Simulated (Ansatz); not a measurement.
Elastic constants of Al: input and output

These are results of Ansatz, DFT PBEsol, scalar-relativistic, plane waves, PAW, not measurements.

Launched with:
```bash
ansatz run input.yaml --threads 1 --pin off --max-ram 4096MiB --backend cpu --events-out ev --progress --plain --runs-dir out
```

Input (bare energies are in eV):
```yaml
crystal:
  lattice:
    - [0.0, 2.0082299298, 2.0082299298]
    - [2.0082299298, 0.0, 2.0082299298]
    - [2.0082299298, 2.0082299298, 0.0]
  atoms:
    - { symbol: Al, position: [0.0, 0.0, 0.0] }
basis:
  ecutwfc: 420
kpoints:
  mp_grid: { grid: [20, 20, 20] }
hamiltonian:
  xc: pbesol
scf:
  occupations: { method: fermi_dirac, width: 0.15 }
output:
  forces: true
  stress: true
  eigenvalues: true
elastic:
  mode: relaxed_ion
  amplitude: 0.005
```

From the output:
```
--- Elastic constants: 2 strain directions × 4 members + reference (group order 48) ---
  dense FFT box of the reference and of every strained cell: 20×20×20
  strains applied: 11, 23; error gains: componentwise 1.00 (the most a stress slope's error grows in a printed constant), spectral 1.73 (1 for all six strains in a standard setting)
  C = ∂σ_k/∂η_j (tension-positive GPa; Voigt order 11 22 33 23 13 12):
       110.738     67.134     67.134      0.000      0.000     -0.000
        67.134    110.738     67.134     -0.000      0.000     -0.000
        67.134     67.134    110.738     -0.000      0.000     -0.000
         0.000     -0.000     -0.000     37.532      0.000      0.000
         0.000     -0.000     -0.000     -0.000     37.532      0.000
         0.000     -0.000      0.000     -0.000     -0.000     37.532
  reference stress σ⁰ (GPa):      0.004      0.004      0.004     -0.000      0.000     -0.000
  C* (energy form; C + prestress term) asymmetry max|C*_kj − C*_jk| = 2.842e-14 GPa — a small one proves nothing (zero by symmetry where the batch's group is 432, −43m or m−3m); a large one is finite-difference/SCF noise where every solve ...
  moduli (Voigt/Reuss/Hill, GPa): K = 81.67/81.67/81.67   G = 31.24/29.13/30.18   E = 80.62   ν = 0.335
  mechanically stable: yes (min eigenvalue of sym C = 37.53 GPa)
  strain η (Voigt 11):  stress-route row diagonal C_11 = 110.74 GPa, energy-path curvature d²(F+E_count+ΔE)/dδ²/Ω₀ = 110.72 GPa
    cells at ±δ against ±2δ: C11 111.04 and 111.93 GPa, apart by 0.81 % of the column's largest entry
         δ    σ_11 (GPa) F (eV) n_scf n_hpsi n_pw
    -1.000e-2      -1.1431        -524.5624569       5   66579    331   relax 0 steps, max|allowed force component| 0.00e0 eV/Å
    -5.000e-3      -0.5578        -524.5628859       3   61527    331   relax 0 steps, max|allowed force component| 0.00e0 eV/Å
     5.000e-3       0.5526        -524.5628845       3   61976    332   relax 0 steps, max|allowed force component| 0.00e0 eV/Å
     1.000e-2       1.0956        -524.5624697       5   68761    332   relax 0 steps, max|allowed force component| 0.00e0 eV/Å
  strain η (Voigt 23):  stress-route row diagonal C_44 = 37.53 GPa, energy-path curvature d²(F+E_count+ΔE)/dδ²/Ω₀ = 37.54 GPa
    cells at ±δ against ±2δ: C44 37.52 and 37.48 GPa, apart by 0.09 % of the column's largest entry
         δ    σ_23 (GPa) F (eV) n_scf n_hpsi n_pw
    -1.000e-2      -0.3748        -524.5628353       6  124916    331   relax 0 steps, max|allowed force component| 0.00e0 eV/Å
    -5.000e-3      -0.1876        -524.5629785       3  113209    332   relax 0 steps, max|allowed force component| 0.00e0 eV/Å
     5.000e-3       0.1876        -524.5629785       3  112013    332   relax 0 steps, max|allowed force component| 0.00e0 eV/Å
     1.000e-2       0.3748        -524.5628353       5  123173    331   relax 0 steps, max|allowed force component| 0.00e0 eV/Å
```

It took 33 s on 1 thread of Arm Neoverse V2 (shared host), peak memory 0.43 GiB.

In a metal, frequencies and elastic constants depend on the k mesh and the smearing, soft modes and shear constants most.